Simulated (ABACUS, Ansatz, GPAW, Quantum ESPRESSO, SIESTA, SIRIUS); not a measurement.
Te2Mo: 6 runs at one level of theory

```
CELL_PARAMETERS angstrom
6.36161 0.00000 0.00000
0.00000 3.48040 0.00000
-0.08574 0.00000 36.17589
ATOMIC_POSITIONS crystal
Te 0.42925 0.75000 0.54070
Te 0.57075 0.25000 0.45930
Te 0.92085 0.25000 0.55653
Te 0.07915 0.75000 0.44347
Mo 0.18135 0.25000 0.49747
Mo 0.81865 0.75000 0.50253
```

The cell is a database's computed one, not the measured one.

The cell holds a layer with vacuum beside it, so values per volume hang on the cell's height.

Alike in all runs: task single point; functional PBEsol; k mesh 4 × 8 × 1; occupations fermi-dirac, width 0.05 eV; no spin polarisation; no spin-orbit coupling. A missing gap at this level doesn't show that the real crystal is a metal.

| program and potentials | plane-wave cutoff (eV) | notes | band gap (eV) | largest force (eV/Å) |
| --- | --- | --- | --- | --- |
| ABACUS, PseudoDojo NC SR 0.4.1 PBEsol standard, plane waves | 1129 | 15.33 valence electrons an atom on average | no gap | 0.208 |
| Quantum ESPRESSO, GBRV 1.5 PBEsol | 612 | 8.67 valence electrons an atom on average | no gap | 0.178 |
| Ansatz, all-electron LAPW, scalar-relativistic | - | - | no gap | 0.248 |
| SIRIUS, PseudoDojo 0.4.1 PBEsol standard (scalar relativistic) | 1102 | 15.33 valence electrons an atom on average | no gap | 0.208 |
| GPAW, PAW data sets generated for this functional | 600 | 8.67 valence electrons an atom on average | no gap | 0.304 |
| SIESTA, files PseudoDojo sr-pbesol-0.4.1-standard, DZP (energy shift 0.003 Ry; two zetas on semicore shells) | - | atomic basis; 15.33 valence electrons an atom on average | no gap | 0.404 |

Force on atom 1 (Te), eV/Å:

| program and potentials | x | y | z |
| --- | --- | --- | --- |
| ABACUS, PseudoDojo NC SR 0.4.1 PBEsol standard, plane waves | 0.034 | 0.000 | -0.205 |
| Quantum ESPRESSO, GBRV 1.5 PBEsol | 0.034 | 0.000 | -0.175 |
| Ansatz, all-electron LAPW, scalar-relativistic | 0.035 | 0.000 | -0.245 |
| SIRIUS, PseudoDojo 0.4.1 PBEsol standard (scalar relativistic) | 0.035 | 0.000 | -0.205 |
| GPAW, PAW data sets generated for this functional | 0.034 | 0.000 | -0.294 |
| SIESTA, files PseudoDojo sr-pbesol-0.4.1-standard, DZP (energy shift 0.003 Ry; two zetas on semicore shells) | 0.032 | 0.000 | 0.059 |

None finds a gap. Rows in atomic bases carry the error of their basis and grid, which can be large.

The functional is the same throughout but for its coding, so the spread measures potentials, basis and numerics; runs on potential files found faulty are left out.
